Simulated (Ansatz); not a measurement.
## Zone-centre phonons of AlN at -1 GPa: input and output

Theory: Ansatz, DFT PBE, scalar-relativistic, plane waves, PAW.

Launched with:
```bash
ansatz run input.yaml --threads 1 --pin off --max-ram 3072MiB --backend cpu --events-out ev --progress --plain --runs-dir out
```

Input (bare energies are in eV):
```yaml
crystal:
  lattice:
    - [0.0, 2.2054332956, 2.2054332956]
    - [2.2054332956, 0.0, 2.2054332956]
    - [2.2054332956, 2.2054332956, 0.0]
  atoms:
    - { symbol: Al, position: [0.0, 0.0, 0.0] }
    - { symbol: "N", position: [0.75, 0.75, 0.75] }
basis:
  ecutwfc: 420
kpoints:
  mp_grid: { grid: [10, 10, 10] }
hamiltonian:
  xc: pbe
scf:
  occupations: { method: fixed }
output:
  eigenvalues: true
phonons:
  method: dfpt
  dielectric: true
  rigid_motions: translations
  eigenvectors: true
```

Results section of the output:
```
--- Phonons (Γ-DFPT): 2 representative perturbations + reference, on 171 of 1000 k-points (Σ response iterations 6) ---
  k mesh reduced under 4 symmetry operations, with k and −k counted as one. Each operation leaves every solved perturbation unchanged. A smaller set is not considered because the run solves the response ...
  ASR residual: 5.155e-5 → 0.000e0 eV/Å²; symmetrization residual: 5.881e-7 eV/Å²
  ASR residual per site (eV/Å²): 2.96e-5 5.15e-5
  Γ frequencies (cm⁻¹): 0.00 0.00 0.00 629.86 629.86 629.86
  ε∞ (high-frequency dielectric tensor):
        4.635465    -0.000000     0.000000
       -0.000000     4.635465     0.000000
        0.000000     0.000000     4.635465
  ε⁰ (static dielectric tensor: ions relaxed, cell fixed):
        8.712968    -0.000000     0.000000
       -0.000000     8.712968     0.000000
        0.000000     0.000000     8.712968
  ε⁰ − ε∞ (ionic part):
        4.077503    -0.000000     0.000000
       -0.000000     4.077503     0.000000
        0.000000     0.000000     4.077503
  softest optical mode at Γ: 629.86 cm⁻¹; the repairs (sum rule, projections) moved no ω² at Γ by more than (1.03 cm⁻¹)²
  Born effective charges Z* (e; rows j = field, columns β = displacement):
    site 0:
         2.55011   -0.00000   -0.00000
        -0.00000    2.55011    0.00000
         0.00000    0.00000    2.55011
    site 1:
        -2.55011    0.00000    0.00000
         0.00000   -2.55011   -0.00000
        -0.00000   -0.00000   -2.55011
  Z* charge neutrality: 4.951e-4 e pre-enforcement
  solved inside a basis spanned on kpoints, on 10×10×10 k-points, its susceptibility summed on 14×14×14: ε∞ is read to err by 1.2e-2, Z* by 8.7e-3 e (field_mesh: kpoints solves on kpoints); Z* is corrected for ...
  optical modes at Γ without the LO–TO term, one row a degenerate level:
      ω (cm⁻¹) modes IR ((D/Å)²/amu)
        629.86      3            48.8147
  optical modes at Γ + LO–TO along q̂ = [1.0000, 0.0000, 0.0000]:
      ω (cm⁻¹) modes IR ((D/Å)²/amu)
        629.86      2            32.5431
        863.53      1            16.2716
  optical modes at Γ + LO–TO along q̂ = [0.0000, 1.0000, 0.0000]:
      ω (cm⁻¹) modes IR ((D/Å)²/amu)
        629.86      2            32.5431
        863.53      1            16.2716
  optical modes at Γ + LO–TO along q̂ = [0.0000, 0.0000, 1.0000]:
      ω (cm⁻¹) modes IR ((D/Å)²/amu)
        629.86      2            32.5431
        863.53      1            16.2716
```

Time: 62 s on 1 thread of Intel(R) Xeon(R) Processor @ 2.50GHz (Skylake/Cascade Lake), on a shared host, peak memory 0.47 GiB.

This zinc-blende form isn't the usual stable structure of the compound.